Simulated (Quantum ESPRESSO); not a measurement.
Crystal: Mg.

```xyz
2
Lattice="3.2093 0.0000 0.0000 -1.6046 2.7793 0.0000 0.0000 0.0000 5.2103" Properties=species:S:1:pos:R:3 pbc="T T T"
Mg    1.6047    0.9264    3.9077
Mg    0.0000    1.8529    1.3026
```

| Property | Result |
| --- | --- |
| Program | Quantum ESPRESSO 7.5 |
| Task | phonons |
| Functional | revPBE |
| Dispersion | D2 |
| Potentials or basis | SSSP 1.3 efficiency PBE |
| Cutoff | 748 eV |
| Density cutoff | 5987 eV |
| k mesh | 10 × 10 × 5 |
| Occupations | cold, width 0.272 eV |
| Spin | no spin polarisation |
| Mixing beta | 0.5 |
| Most SCF iterations | 120 |
| SCF threshold | 4e-10 Ry |

At Γ the optical frequencies are 126 126 229 cm⁻¹, at a pressure of -5.7 GPa.

Problem. How do the modes respond when the cell is scaled evenly, at fixed shape?

Solution. The highest mode has a Grüneisen parameter of 2.77. None of the listed modes softens on compression. Real pressure also changes the shape of this cell, most of all in layered crystals, so these aren't the shifts under hydrostatic load.

Frequencies at 99 % and 101 % of the volume (pressures -5.4 and -5.9 GPa), ions relaxed:
| mode | 99 % (cm⁻¹) | 101 % (cm⁻¹) | Grüneisen parameter |
| --- | --- | --- | --- |
| 4 | 128.7 | 124.0 | 1.84 |
| 5 | 128.7 | 124.0 | 1.84 |
| 6 | 235.7 | 223.0 | 2.77 |

Modes are matched by their order; those that don't vary smoothly over the three volumes are left out.

Caveat: the mesh is thin for the phonons of a metal; the potentials were made for another functional, which shifts forces and pressure; the cell is more than 3 GPa from zero pressure, which shifts response properties; pairwise dispersion overbinds metals, which lowers pressure and volume.
